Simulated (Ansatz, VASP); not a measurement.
# One calculation of Cl, two programs

File INCAR:

```
SYSTEM = Cl
PREC     = Accurate       ! precision mode
ENCUT    = 520            ! plane-wave cutoff, eV
EDIFF    = 1E-7           ! SCF threshold, eV
ISMEAR   = 0              ! smearing method
SIGMA    = 0.1            ! smearing width, eV
LREAL    = .False.        ! projectors in reciprocal space
LASPH    = .True.         ! aspherical terms in the spheres
NELM     = 150            ! most SCF steps
ALGO     = Normal         ! electronic algorithm
ISIF     = 2              ! what is computed and relaxed
LWAVE    = .False.        ! write WAVECAR
LCHARG   = .False.        ! write CHGCAR
ISPIN    = 2              ! spin polarisation
MAGMOM   = 1              ! initial moments
LORBIT   = 11             ! projections on sites
NBANDS   = 14             ! bands
```

The input KPOINTS:

```
regular mesh
0
Gamma
  10 10 10
  0 0 0
```

Contents of POSCAR:

```
Cl
1.0
    0.0000000000      2.7350000000      2.7350000000
    2.7350000000      0.0000000000      2.7350000000
    2.7350000000      2.7350000000      0.0000000000
Cl
1
Direct
    0.5000000000      0.5000000000      0.5000000000
```

Input for Ansatz:

```yaml
crystal:
  lattice:
    - [0.0, 2.735, 2.735]
    - [2.735, 0.0, 2.735]
    - [2.735, 2.735, 0.0]
  atoms:
    - { symbol: Cl, position: [0.5, 0.5, 0.5], spin: 1.0 }
magnetization:
  spin_polarized: true
basis:
  ecutwfc: 420
  fft_grid_basis: typed
kpoints:
  mp_grid: { grid: [10, 10, 10] }
hamiltonian:
  xc: lda
  pseudopotentials: { kind: paw }
scf:
  occupations: { method: gaussian, width: 0.1 }
output:
  forces: true
  stress: true
  eigenvalues: true
  bader: true
  write_density: true
  volumetric_format: npy
  populations: true
```

Alike in both runs: task single point; functional LDA; k mesh 10 × 10 × 10; occupations gaussian, width 0.1 eV; collinear spin.

|  | VASP | Ansatz |
| --- | --- | --- |
| version | VASP 6.6.1 | Ansatz 0.2.0 |
| potentials or method | VASP PAW LDA potentials, release 64 (Cl) | scalar-relativistic, plane waves, PAW |
| plane-wave cutoff (eV) | 520 | 420 |
| valence electrons in the cell | 7 | 7 |

Ansatz gave:

- gap on the k mesh at the Fermi level (eV): none
- net moment per atom (μB): 1.00
- size of the moment on the site where the two differ most (μB): 0.99

Question: Which values does VASP return?

Answer: gap on the k mesh at the Fermi level (eV): none; net moment per atom (μB): 1.00; size of the moment on the site where the two differ most (μB): 0.75.

Site moments also hang on the region over which each program counts them. A gap of «none» marks a metal or a gap that the smearing closes.
